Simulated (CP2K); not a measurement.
Runs of CP2K 2026.2 on Sc. It takes space group P6_3/mmc (No. 194, hexagonal). Conventional cell: a = 3.309 Å, b = 3.309 Å, c = 5.273 Å, α = 90.00°, β = 90.00°, γ = 120.00°. Around Sc (site symmetry -6m2) lie 12 Sc at 3.26 to 3.31 Å. 

```csv
level,potentials or basis,smearing,EPS_DEFAULT,NGRIDS,basis sets,potentials,points a segment of the path (NPOINTS),gap on the mesh (eV),pressure (GPa)
PBEsol,POTENTIAL_UZH Sc GTH-PBE-q11; TZVP-MOLOPT-PBE-GTH basis,fermi-dirac 0.05 eV,1.0E-9,4,Sc TZVP-MOLOPT-PBE-GTH-q11,Sc GTH-PBE-q11 of POTENTIAL_UZH,10,none,-2.8
r2SCAN,POTENTIAL_UZH Sc GTH-SCAN-q11; TZVP-MOLOPT-SCAN-GTH basis,fermi-dirac 0.05 eV,1.0E-9,4,Sc TZVP-MOLOPT-SCAN-GTH-q11,Sc GTH-SCAN-q11 of POTENTIAL_UZH,6,none,-0.7
TB-mBJ,POTENTIAL_UZH Sc GTH-PBE-q11; TZVP-MOLOPT-PBE-GTH basis,fermi-dirac 0.1 eV,1.0E-9,5,Sc TZVP-MOLOPT-PBE-GTH-q11,Sc GTH-PBE-q11 of POTENTIAL_UZH,6,none,-
LDA,GTH_POTENTIALS Sc GTH-PADE-q11; TZVP-MOLOPT-PBE-GTH basis,fermi-dirac 0.1 eV,1.0E-10,4,Sc TZVP-MOLOPT-PBE-GTH-q11,Sc GTH-PADE-q11 of GTH_POTENTIALS,10,none,(a)
```

Alike in all rows: task band structure; no spin polarisation; cell as given; k mesh 9 × 9 × 5.

Task: Fill in the values left out.

Result: (a) -5.1.

Caveats: the basis of atomic orbitals isn't converged, which shifts pressures, moduli and gaps; the potentials were made for another functional, which shifts forces and pressure (some runs); this is a model potential without an energy functional, so only levels have meaning (some runs).

A gap of «none» marks a metal or a gap under the smearing width.

Runs at the PBE level aren't shown here.
